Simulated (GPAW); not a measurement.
Crystal: InP.

```
In P
1.0
     0.00000    2.93050    2.93050
     2.93050    0.00000    2.93050
     2.93050    2.93050    0.00000
In P
1 1
Direct
  0.00000 0.00000 0.00000
  0.75000 0.75000 0.75000
```

| Property | Result |
| --- | --- |
| Program | GPAW 26.7.0 |
| Task | relaxation of cell and atoms |
| Functional | revPBE |
| Potentials or basis | the program's PAW data sets (release 1.2.1) made for this functional |
| Cutoff | 600 eV |
| Basis | pw |
| k mesh | 8 × 8 × 8 |
| Occupations | fermi-dirac, width 0.05 eV |
| Spin | no spin polarisation |

At the start: pressure 4.4 GPa; volume 25.17 Å³/atom.

Task: Where does the relaxation end?

Result: Over 4 steps the energy falls by 22.8 meV/atom and the volume is 26.89 Å³/atom (+6.8 %); space group F-43m (No. 216, to 0.05 Å).

The path:
```
step  energy change (eV)  largest force (eV/Å)  pressure (GPa)  volume (Å³)
   1              0.0000                0.0000            4.40        50.33
   2             -0.0183                0.0000            3.30        51.08
   3             -0.0453                0.0000            0.24        53.56
   4             -0.0455                0.0000            0.02        53.77
```

Final structure:
```yaml
crystal:
  lattice:
    - [0.00000, 2.99580, 2.99580]
    - [2.99580, 0.00000, 2.99580]
    - [2.99580, 2.99580, 0.00000]
  atoms:
    - { symbol: In, position: [0.00000, 0.00000, 0.00000] }
    - { symbol: P, position: [0.75000, 0.75000, 0.75000] }
```

Caveat: later steps reuse the first step's grids.
